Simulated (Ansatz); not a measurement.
# BaS: band structure with HSEsol

BaS:

```xyz
2
Lattice="0.0000 3.1938 3.1938 3.1938 0.0000 3.1938 3.1938 3.1938 0.0000" Properties=species:S:1:pos:R:3 pbc="T T T"
Ba    0.0000    0.0000    0.0000
S     3.1938    3.1938    3.1938
```

| Property | Result |
| --- | --- |
| Program | Ansatz 0.2.0 |
| Task | band structure |
| Functional | HSEsol |
| Potentials or basis | Ansatz PAW |
| Cutoff | 420 eV (not typed: the program's choice for these potentials) |
| k mesh | 4 × 4 × 4 |
| Occupations | fermi-dirac, width 0.05 eV |
| Spin | no spin polarisation |
| Path | [["G", "X", "W", "K", "G", "L", "U", "W", "L", "K"], ["U", "X"]] |
| Points for each segment of the path | 4 |

- Pressure: -0.9 GPa
- Band gap on the k mesh: 3.00 eV, indirect (least direct gap 3.13 eV)
- Band gap along the path: 3.00 eV, indirect (least direct gap 3.13 eV)

Levels at the corners of the path, in eV from the valence-band top:
```tsv
point	band 6	band 7	band 8	band 9	band 10	band 11
Γ	0.00	0.00	0.00	4.50	4.92	4.92
X	-0.54	-0.13	-0.13	3.00	7.15	7.18
W	-1.17	-0.49	-0.49	5.25	5.25	7.53
K	-0.97	-0.61	-0.54	4.21	7.01	7.83
Γ	0.00	0.00	0.00	4.50	4.92	4.92
L	-2.04	-1.10	-1.10	6.43	6.72	7.59
U	-0.97	-0.61	-0.54	4.21	7.01	7.83
W	-1.17	-0.49	-0.49	5.25	5.25	7.53
L	-2.04	-1.10	-1.10	6.43	6.72	7.59
K	-0.97	-0.61	-0.54	4.21	7.01	7.83
U	-0.97	-0.61	-0.54	4.21	7.01	7.83
X	-0.54	-0.13	-0.13	3.00	7.15	7.18
```

It took 82 s on 2 threads of Arm Neoverse V2 (shared host), peak memory 0.76 GiB.

Caveat: the k mesh is coarse (spacing up to 0.43 Å⁻¹), so the values aren't converged, least of all with exact exchange; spin-orbit coupling is left out, which moves the levels of the heavy elements; the PAW data sets come from PBE, with cores solved anew for the run's functional, which leaves a small shift of forces and pressure; the thresholds are loose for stress.
